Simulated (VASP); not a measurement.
**BeTe: the band gap, functional by functional**

How does the band gap of BeTe depend on the functional? The starting structure is a computed structure from the Materials Project. Cell and atoms stay as given. Meshes and data sets differ where the inputs say so.

Calculated with VASP 6.6.1; Kohn-Sham DFT with plane waves and PAW; 9 levels of theory, named at each step.

### 1. Starting point

It takes space group F-43m (No. 216, cubic). The conventional cell has a = 5.663 Å, b = 5.663 Å, c = 5.663 Å, α = 90.00°, β = 90.00°, γ = 90.00°. Nearest to Te lie 4 Be at 2.45 Å. Be has 4 Te at 2.45 Å nearest. Farther neighbours and most contacts between anions are not listed.

Structure file:

```xyz
2
Lattice="0.0000 2.8315 2.8315 2.8315 0.0000 2.8315 2.8315 2.8315 0.0000" Properties=species:S:1:pos:R:3 pbc="T T T"
Te    1.4157    1.4157    1.4157
Be    0.0000    0.0000    0.0000
```

### 2. Bands with LDA

LDA, the lowest rung, knows the local density alone.

The input, INCAR:

```
SYSTEM = BeTe
PREC = Accurate
ENCUT = 350
EDIFF = 1E-06
NELM = 100
ISMEAR = 0
SIGMA = 0.03
LREAL = .FALSE.
ALGO = Normal
GGA = CA
NBANDS = 16
LORBIT = 11
LWAVE = .FALSE.
LCHARG = .FALSE.
KPAR = 4
```

The input, POSCAR:

```
BeTe
1.0
    0.0000000000      2.8314587876      2.8314587876
    2.8314587876      0.0000000000      2.8314587876
    2.8314587876      2.8314587876      0.0000000000
Te Be
1 1
Direct
    0.2500000000      0.2500000000      0.2500000000
    0.0000000000      0.0000000000      0.0000000000
```

The input, KPOINTS:

```
Automatic mesh
0
Gamma
6 6 6
0 0 0
```

The input, KPOINTS_OPT:

```
Line mode
10
Line-mode
Reciprocal
  0.00000000   0.00000000   0.00000000 GAMMA
  0.50000000   0.00000000   0.50000000 X

  0.50000000   0.00000000   0.50000000 X
  0.50000000   0.25000000   0.75000000 W

  0.50000000   0.25000000   0.75000000 W
  0.37500000   0.37500000   0.75000000 K

  0.37500000   0.37500000   0.75000000 K
  0.00000000   0.00000000   0.00000000 GAMMA

  0.00000000   0.00000000   0.00000000 GAMMA
  0.50000000   0.50000000   0.50000000 L

  0.50000000   0.50000000   0.50000000 L
  0.62500000   0.25000000   0.62500000 U

  0.62500000   0.25000000   0.62500000 U
  0.50000000   0.25000000   0.75000000 W

  0.50000000   0.25000000   0.75000000 W
  0.50000000   0.50000000   0.50000000 L

  0.50000000   0.50000000   0.50000000 L
  0.37500000   0.37500000   0.75000000 K

  0.62500000   0.25000000   0.62500000 U
  0.50000000   0.00000000   0.50000000 X
```

PAW data sets: Te and Be (LDA family, release 64).

Launch:

```sh
$ mpirun -np 4 vasp_std
```

The log of the run:

```text
[banner, memory and clock lines left out]
running    4 mpi-ranks, on    1 nodes
 distrk:  each k-point on    1 cores,    4 groups
 distr:  one band on    1 cores,    1 groups

 POSCAR found type information on POSCAR TeBe
 POSCAR found :  2 types and       2 ions
 LDA part: xc-table for (Slater(with rela. corr.)+CA(PZ))
 , standard interpolation
 POSCAR, INCAR and KPOINTS ok, starting setup
 FFT: planning ... GRIDC
 FFT: planning ... GRID_SOFT
 FFT: planning ... GRID
 WAVECAR not read
 entering main loop
       N       E                     dE             d eps       ncg     rms          rms(c)
DAV:   1     0.131029565833E+02    0.13103E+02   -0.24507E+03   512   0.296E+02
DAV:   2    -0.805103173347E+01   -0.21154E+02   -0.20352E+02   704   0.648E+01
DAV:   3    -0.885347594749E+01   -0.80244E+00   -0.80152E+00   632   0.120E+01
DAV:   4    -0.886272228655E+01   -0.92463E-02   -0.92461E-02   704   0.144E+00
DAV:   5    -0.886288396066E+01   -0.16167E-03   -0.16167E-03   648   0.178E-01    0.410E+00
DAV:   6    -0.874042066516E+01    0.12246E+00   -0.10696E-01   664   0.866E-01    0.241E+00
DAV:   7    -0.869658690525E+01    0.43834E-01   -0.91937E-02   640   0.939E-01    0.382E-01
DAV:   8    -0.869625835514E+01    0.32855E-03   -0.52429E-03   656   0.284E-01    0.997E-02
DAV:   9    -0.869631478450E+01   -0.56429E-04   -0.17879E-04   648   0.612E-02    0.287E-02
DAV:  10    -0.869631730427E+01   -0.25198E-05   -0.14234E-05   648   0.132E-02    0.124E-02
DAV:  11    -0.869631715727E+01    0.14700E-06   -0.80374E-07   552   0.385E-03
   1 F= -.86963172E+01 E0= -.86963172E+01  d E =-.142591E-20
 Start KPOINTS_OPT (optional k-point list driver)
k-point batch [1-16\100]
       N       E                     dE             ncg
DAV:   1     0.364395562148E+03   -0.20997E+04      512
DAV:   2     0.318106960124E+02   -0.33258E+03      680
DAV:   3     0.188508401115E+02   -0.12960E+02      680
DAV:   4     0.186987624435E+02   -0.15208E+00      680
DAV:   5     0.186961770001E+02   -0.25854E-02      680
DAV:   6     0.186961120224E+02   -0.64978E-04      680
DAV:   7     0.186961101610E+02   -0.18614E-05      680
DAV:   8     0.186961101055E+02   -0.55527E-07      536
[...]
k-point batch [97-100\100]
       N       E                     dE             ncg
DAV:   1     0.287870452968E+04   -0.90594E+03      128
DAV:   2     0.279567314564E+04   -0.83031E+02      184
DAV:   3     0.279297691112E+04   -0.26962E+01      168
DAV:   4     0.279294085433E+04   -0.36057E-01      168
DAV:   5     0.279294049810E+04   -0.35623E-03      184
DAV:   6     0.279294048951E+04   -0.85879E-05      176
DAV:   7     0.279294048928E+04   -0.23500E-06      160
```

The job ended after 9.4 s (4 MPI ranks of AMD EPYC 7R43, shared host; peak memory 0.39 GiB).

The logs omit lines about the potential files and the build; timing stands in the text.

From OUTCAR (step 2):

```text
ion  position               nearest neighbor table
   1  0.250  0.250  0.250-   2 2.45   2 2.45   2 2.45   2 2.45
   2  0.000  0.000  0.000-   1 2.45   1 2.45   1 2.45   1 2.45

  LATTYP: Found a face centered cubic cell.
 ALAT       =     5.6629175752

 Subroutine GETGRP returns: Found 24 space group operations
 (whereof 24 operations were pure point group operations)

The static configuration has the point symmetry T_d .

 Found     16 irreducible k-points:

   k-points           NKPTS =     16   k-points in BZ     NKDIM =     16   number of bands    NBANDS=     16

   dimension x,y,z NGX =    24 NGY =   24 NGZ =   24
   dimension x,y,z NGXF=    48 NGYF=   48 NGZF=   48

   ENCUT  =  350.0 eV  25.72 Ry    5.07 a.u.   6.11  6.11  6.11*2*pi/ulx,y,z

   NELECT =       8.0000    total number of electrons

 k-points in reciprocal lattice and weights: Automatic mesh
   0.00000000  0.00000000  0.00000000       0.005
   0.16666667  0.00000000  0.00000000       0.037
   0.33333333  0.00000000  0.00000000       0.037
   0.50000000  0.00000000  0.00000000       0.019
   0.16666667  0.16666667  0.00000000       0.028
   0.33333333  0.16666667  0.00000000       0.111
   0.50000000  0.16666667  0.00000000       0.111
  -0.33333333  0.16666667  0.00000000       0.111
  -0.16666667  0.16666667  0.00000000       0.056
[...]
-0.33333333  0.33333333  0.16666667       0.111
  -0.33333333  0.50000000  0.16666667       0.056

 average (electrostatic) potential at core
       1 -89.7762       2 -32.3383

 E-fermi :   4.9508

 k-point     1 :       0.0000    0.0000    0.0000
  band No.  band energies     occupation
      1      -7.4510      2.00000
      2       4.7619      2.00000
      3       4.7619      2.00000
      4       4.7619      2.00000
      5       8.3573      0.00000
      6       8.3573      0.00000
      7       8.3573      0.00000
      8       8.3657      0.00000
      9      12.9013      0.00000
    ...

 k-point     2 :       0.1667    0.0000    0.0000
  band No.  band energies     occupation
      1      -7.2003      2.00000
      2       2.7961      2.00000
      3       4.3945      2.00000
      4       4.3945      2.00000
      5       8.1430      0.00000
      6       8.8839      0.00000
      7       8.8839      0.00000
      8      10.3766      0.00000
      9      13.5039      0.00000
    ...

 k-point     3 :       0.3333    0.0000    0.0000
  band No.  band energies     occupation
      1      -6.5773      2.00000
      2       0.3857      2.00000
      3       3.8669      2.00000
      4       3.8669      2.00000
      5       7.8708      0.00000
      6       9.3394      0.00000
      7       9.3394      0.00000
      8      12.3473      0.00000
      9      13.8978      0.00000
    ...

  Total       -0.8619443     -0.8619443     -0.8619443     -0.0000000      0.0000000     -0.0000000
  in kB      -30.4178872    -30.4178872    -30.4178872     -0.0000000      0.0000000     -0.0000000
  external PRESSURE =     -30.4178872 kB  Pullay stress =       0.0000000 kB

  energy-cutoff  :      350.00
  volume of cell :       45.40
      direct lattice vectors                 reciprocal lattice vectors
     0.000000000  2.831458788  2.831458788    -0.176587419  0.176587419  0.176587419
     2.831458788  0.000000000  2.831458788     0.176587419 -0.176587419  0.176587419
     2.831458788  2.831458788  0.000000000     0.176587419  0.176587419 -0.176587419

 POSITION                                       TOTAL-FORCE (eV/Angst)
 -----------------------------------------------------------------------------------
      1.41573      1.41573      1.41573        -0.000000     -0.000000     -0.000000
      0.00000      0.00000      0.00000         0.000000      0.000000      0.000000
 -----------------------------------------------------------------------------------
    total drift:                                0.000000      0.000000      0.000000

  FREE ENERGIE OF THE ION-ELECTRON SYSTEM (eV)
  ---------------------------------------------------
  free  energy   TOTEN  =        -8.6963171573 eV

  energy  without entropy=       -8.6963171573  energy(sigma->0) =       -8.69631716

 total charge
# of ion       s       p       d       tot
------------------------------------------
    1        1.338   2.140   0.033   3.510
    2        0.364   0.559   0.000   0.923
--------------------------------------------------
tot          1.701   2.698   0.033   4.432

[... 3 further parts left out ...]
```

Spin-orbit coupling is off here; with elements this heavy it can split and shift levels by tenths of an eV. At this level the cell is under a tension of 3.0 GPa, so at these settings it is away from equilibrium.

LDA gives a least gap of 1.905 eV, and a least direct gap of 3.593 eV.

### 3. Bands with PBE

PBE, the usual starting point, adds the gradient of the density.

INCAR, as its differences from that of step 2:

```diff
@@ -9,3 +9,3 @@
 ALGO = Normal
-GGA = CA
+GGA = PE
 NBANDS = 16
```

POSCAR is that of step 2.

KPOINTS is that of step 2.

KPOINTS_OPT is that of step 2.

Potentials, in the order of the species: Te and Be (PBE family, release 64).

Launch:

```sh
$ mpirun -np 4 vasp_std
```

The log of the run:

```text
[banner, memory and clock lines left out]
running    4 mpi-ranks, on    1 nodes
[...]
LDA part: xc-table for (Slater+PW92), standard interpolation
 POSCAR, INCAR and KPOINTS ok, starting setup
[...]
entering main loop
       N       E                     dE             d eps       ncg     rms          rms(c)
DAV:   1     0.140422900516E+02    0.14042E+02   -0.24337E+03   512   0.293E+02
DAV:   2    -0.692591760899E+01   -0.20968E+02   -0.20181E+02   712   0.666E+01
DAV:   3    -0.772939034559E+01   -0.80347E+00   -0.80256E+00   648   0.124E+01
DAV:   4    -0.773878674966E+01   -0.93964E-02   -0.93961E-02   704   0.151E+00
[...]
DAV:  11    -0.761685358367E+01   -0.10418E-05   -0.21221E-06   712   0.625E-03    0.111E-02
DAV:  12    -0.761685611296E+01   -0.25293E-05   -0.50804E-06   544   0.918E-03    0.442E-03
DAV:  13    -0.761685622204E+01   -0.10907E-06   -0.32560E-08   560   0.839E-04
   1 F= -.76168562E+01 E0= -.76168562E+01  d E =-.818567E-12
 Start KPOINTS_OPT (optional k-point list driver)
k-point batch [1-16\100]
       N       E                     dE             ncg
DAV:   1     0.381623416421E+03   -0.20825E+04      512
DAV:   2     0.521255467911E+02   -0.32950E+03      688
DAV:   3     0.392791452270E+02   -0.12846E+02      664
DAV:   4     0.391214105567E+02   -0.15773E+00      704
DAV:   5     0.391184965383E+02   -0.29140E-02      656
DAV:   6     0.391184133838E+02   -0.83155E-04      696
DAV:   7     0.391184107218E+02   -0.26619E-05      680
DAV:   8     0.391184106470E+02   -0.74845E-07      552
[...]
k-point batch [97-100\100]
       N       E                     dE             ncg
DAV:   1     0.288277130682E+04   -0.90187E+03      128
DAV:   2     0.280070248884E+04   -0.82069E+02      192
DAV:   3     0.279803190815E+04   -0.26706E+01      160
DAV:   4     0.279799553612E+04   -0.36372E-01      184
DAV:   5     0.279799482460E+04   -0.71152E-03      176
DAV:   6     0.279799480226E+04   -0.22345E-04      192
DAV:   7     0.279799480149E+04   -0.76888E-06      152
```

Wall time 14 s (4 MPI ranks); peak memory 0.42 GiB.

Parts of OUTCAR (step 3):

```text
  Total        0.0581750      0.0581750      0.0581750      0.0000000      0.0000000     -0.0000000
  in kB        2.0529856      2.0529856      2.0529856      0.0000000      0.0000000     -0.0000000
  external PRESSURE =       2.0529856 kB  Pullay stress =       0.0000000 kB

  FREE ENERGIE OF THE ION-ELECTRON SYSTEM (eV)
  ---------------------------------------------------
  free  energy   TOTEN  =        -7.6168562220 eV

  energy  without entropy=       -7.6168562220  energy(sigma->0) =       -7.61685622

[... 3 parts as in an earlier step ...]

[... 1 further part left out ...]
[key lines of the parts left out:]
E-fermi :   5.0495
```

PBE gives a least gap of 2.012 eV, and a least direct gap of 3.620 eV. The least gap is +0.107 eV from that of LDA.

### 4. Bands with r2SCAN

r2SCAN adds the kinetic-energy density, costs more than a GGA and is run with LASPH.

INCAR, as its differences from that of step 3:

```diff
@@ -9,3 +9,4 @@
 ALGO = Normal
-GGA = PE
+METAGGA = R2SCAN
+LASPH = .TRUE.
 NBANDS = 16
```

POSCAR is that of step 3.

KPOINTS is that of step 3.

KPOINTS_OPT is that of step 3.

Launch:

```sh
$ mpirun -np 4 vasp_std
```

The log of the run:

```text
[banner, memory and clock lines left out]
running    4 mpi-ranks, on    1 nodes
[...]
|                                                                             |
|               ----> ADVICE to this user running VASP <----                  |
|                                                                             |
|     You enforced a specific xc type in the INCAR file but a different       |
|     [... a line on the potential file left out ...]
|     I HOPE YOU KNOW WHAT YOU ARE DOING!                                     |
|                                                                             |

 LDA part: xc-table for (None), standard interpolation
 POSCAR, INCAR and KPOINTS ok, starting setup
[...]
entering main loop
       N       E                     dE             d eps       ncg     rms          rms(c)
DAV:   1    -0.921555303458E+01   -0.92156E+01   -0.25209E+03   512   0.302E+02
DAV:   2    -0.309682676592E+02   -0.21753E+02   -0.20937E+02   720   0.688E+01
[...]
DAV:  10    -0.306773870729E+02   -0.72716E-04   -0.12795E-04   640   0.488E-02    0.163E-02
DAV:  11    -0.306773879563E+02   -0.88341E-06   -0.59867E-06   696   0.124E-02
   1 F= -.30677388E+02 E0= -.30677388E+02  d E =-.564228E-18
 Start KPOINTS_OPT (optional k-point list driver)
k-point batch [1-16\100]
       N       E                     dE             ncg
DAV:   1     0.354315883656E+03   -0.21098E+04      512
DAV:   2     0.993811985660E+01   -0.34438E+03      688
DAV:   3    -0.293662195177E+01   -0.12875E+02      656
DAV:   4    -0.307520212054E+01   -0.13858E+00      704
DAV:   5    -0.307776427125E+01   -0.25622E-02      648
DAV:   6    -0.307783250587E+01   -0.68235E-04      712
DAV:   7    -0.307783457683E+01   -0.20710E-05      680
DAV:   8    -0.307783463100E+01   -0.54178E-07      576
[...]
k-point batch [97-100\100]
       N       E                     dE             ncg
DAV:   1     0.287493633830E+04   -0.90970E+03      128
DAV:   2     0.278938303447E+04   -0.85553E+02      192
DAV:   3     0.278672836432E+04   -0.26547E+01      160
DAV:   4     0.278669689310E+04   -0.31471E-01      168
DAV:   5     0.278669612137E+04   -0.77173E-03      176
DAV:   6     0.278669609771E+04   -0.23663E-04      176
DAV:   7     0.278669609690E+04   -0.81113E-06      160
```

Elapsed: 34 s, on 4 MPI ranks; peak memory 0.44 GiB; 2.2 min of CPU time.

Parts of OUTCAR (step 4):

```text
  Total        0.0056021      0.0056021      0.0056021      0.0000000      0.0000000     -0.0000000
  in kB        0.1976980      0.1976980      0.1976980      0.0000000      0.0000000     -0.0000000
  external PRESSURE =       0.1976980 kB  Pullay stress =       0.0000000 kB

 POSITION                                       TOTAL-FORCE (eV/Angst)
 -----------------------------------------------------------------------------------
      1.41573      1.41573      1.41573         0.000000      0.000000      0.000000
      0.00000      0.00000      0.00000        -0.000000     -0.000000     -0.000000
 -----------------------------------------------------------------------------------
    total drift:                                0.000000      0.000000     -0.000000

  FREE ENERGIE OF THE ION-ELECTRON SYSTEM (eV)
  ---------------------------------------------------
  free  energy   TOTEN  =       -30.6773879563 eV

  energy  without entropy=      -30.6773879563  energy(sigma->0) =      -30.67738796

[... 2 parts as in an earlier step ...]

[... 1 further part left out ...]
[key lines of the parts left out:]
E-fermi :   4.9295
```

r2SCAN gives a least gap of 2.374 eV, and a least direct gap of 4.031 eV. The least gap is +0.469 eV from that of LDA.

### 5. Bands with TB-mBJ

TB-mBJ is a local potential fitted to gaps: it costs far less than a hybrid but gives no energy. Its energies, forces and stress mean nothing.

INCAR, as its differences from that of step 4:

```diff
@@ -4,3 +4,3 @@
 EDIFF = 1E-06
-NELM = 100
+NELM = 150
 ISMEAR = 0
@@ -9,3 +9,3 @@
 ALGO = Normal
-METAGGA = R2SCAN
+METAGGA = MBJ
 LASPH = .TRUE.
```

POSCAR is that of step 4.

KPOINTS is that of step 4.

KPOINTS_OPT is that of step 4.

Launch:

```sh
$ mpirun -np 4 vasp_std
```

The log of the run:

```text
[banner, memory and clock lines left out]
running    4 mpi-ranks, on    1 nodes
[...]
[... a notice as in an earlier step ...]

 LDA part: xc-table for (None), standard interpolation
 POSCAR, INCAR and KPOINTS ok, starting setup
[...]
entering main loop
       N       E                     dE             d eps       ncg     rms          rms(c)
DAV:   1     0.344109104647E+03    0.34411E+03   -0.24743E+03   512   0.298E+02
DAV:   2     0.323738723311E+03   -0.20370E+02   -0.19604E+02   720   0.658E+01
DAV:   3     0.323025890519E+03   -0.71283E+00   -0.71197E+00   608   0.115E+01
DAV:   4     0.323020769502E+03   -0.51210E-02   -0.51209E-02   696   0.112E+00
[...]
DAV:  27     0.324750119813E+03   -0.13143E-05   -0.84165E-12   256   0.180E-05    0.173E-05
DAV:  28     0.324750121490E+03    0.16777E-05   -0.13700E-12   256   0.993E-06    0.403E-06
DAV:  29     0.324750122419E+03    0.92835E-06    0.17011E-12   256   0.736E-06
   1 F= 0.32475012E+03 E0= 0.32475012E+03  d E =-.239133E-15
 Start KPOINTS_OPT (optional k-point list driver)
k-point batch [1-16\100]
       N       E                     dE             ncg
DAV:   1     0.368378342684E+03   -0.20957E+04      512
DAV:   2     0.301260804532E+02   -0.33825E+03      688
DAV:   3     0.177128498957E+02   -0.12413E+02      640
DAV:   4     0.176034798479E+02   -0.10937E+00      688
DAV:   5     0.176018558818E+02   -0.16240E-02      624
DAV:   6     0.176018231473E+02   -0.32735E-04      720
DAV:   7     0.176018223976E+02   -0.74974E-06      624
[...]
k-point batch [97-100\100]
       N       E                     dE             ncg
DAV:   1     0.287997581499E+04   -0.90467E+03      128
DAV:   2     0.279609496190E+04   -0.83881E+02      176
DAV:   3     0.279332830450E+04   -0.27667E+01      168
DAV:   4     0.279329667909E+04   -0.31625E-01      160
DAV:   5     0.279329610928E+04   -0.56981E-03      184
DAV:   6     0.279329609670E+04   -0.12574E-04      176
DAV:   7     0.279329609639E+04   -0.31242E-06      176
```

The job ended after 22 s (4 MPI ranks; peak memory 0.41 GiB; 82 s of CPU time).

From OUTCAR (step 5):

```text
  Total       16.7370709     16.7370709     16.7370709      0.0000000      0.0000000     -0.0000000
  in kB      590.6487754    590.6487754    590.6487754      0.0000000      0.0000000     -0.0000000
  external PRESSURE =     590.6487754 kB  Pullay stress =       0.0000000 kB

 POSITION                                       TOTAL-FORCE (eV/Angst)
 -----------------------------------------------------------------------------------
      1.41573      1.41573      1.41573        -0.000000     -0.000000      0.000000
      0.00000      0.00000      0.00000         0.000000      0.000000     -0.000000
 -----------------------------------------------------------------------------------
    total drift:                                0.000000      0.000000      0.000000

  FREE ENERGIE OF THE ION-ELECTRON SYSTEM (eV)
  ---------------------------------------------------
  free  energy   TOTEN  =       324.7501224188 eV

  energy  without entropy=      324.7501224188  energy(sigma->0) =      324.75012242

[... 2 parts as in an earlier step ...]

[... 1 further part left out ...]
[key lines of the parts left out:]
E-fermi :   4.7632
```

TB-mBJ gives a least gap of 2.716 eV, and a least direct gap of 4.203 eV. The least gap is +0.811 eV from that of LDA.

(Continued in part 2 of 3.)

[Lines on the potential files, build, host, timing and source positions are cut from VASP's logs without a mark.]

[Logs are printed without paths, hosts, clocks, repeated set-up lines and the standing remarks that a program may print on its own settings, such as how far it seeks lower states.]

[Hosts, paths, dates, database ids (printed as entryN), source tags and the programs' standing remarks are cut or masked in the printed files.]
